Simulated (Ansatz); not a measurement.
MoP, DFT, LDA, all-electron LAPW, scalar-relativistic (Ansatz 0.2.0), on 1 thread of Arm Neoverse V1 (shared host).

Command: `ansatz run input.yaml --threads 1 --pin off --max-ram 2048MiB --backend cpu --events-out ev --progress --plain --runs-dir out`

```yaml
crystal:
  lattice:
    - [2.7105393461, 0.0, 0.0]
    - [-1.3552696731, 2.3473959316, 0.0]
    - [0.0, 0.0, 2.9459335961]
  atoms:
    - { symbol: Mo, position: [0.0, 0.0, 0.0] }
    - { symbol: P, position: [0.3333333333, 0.6666666667, 0.5] }
kpoints:
  mp_grid: { grid: [13, 13, 11] }
  band_path:
    path:
      - [0.0, 0.0, 0.0]
      - [0.5, 0.0, 0.0]
      - [0.3333333333, 0.3333333333, 0.0]
      - [0.0, 0.0, 0.0]
      - [0.0, 0.0, 0.5]
      - [0.5, 0.0, 0.5]
      - [0.3333333333, 0.3333333333, 0.5]
      - [0.0, 0.0, 0.5]
      - [0.5, 0.0, 0.5]
    npoints: 6
scf:
  occupations: { method: fermi_dirac, width: 0.05 }
hamiltonian:
  xc: lda
  pseudopotentials: { kind: all_electron, lapw: { basis_error: 0.001 } }
output:
  forces: true
  stress: true
  eigenvalues: true
  populations: true
```

Q: How large is the problem that the program sets up?

A: 126 irreducible k-points, 255 plane waves at Γ, 27 bands.

Q: About how long does it take?

A: 43 s of wall time for 7 SCF iterations. Times on shared machines scatter by tens of per cent.
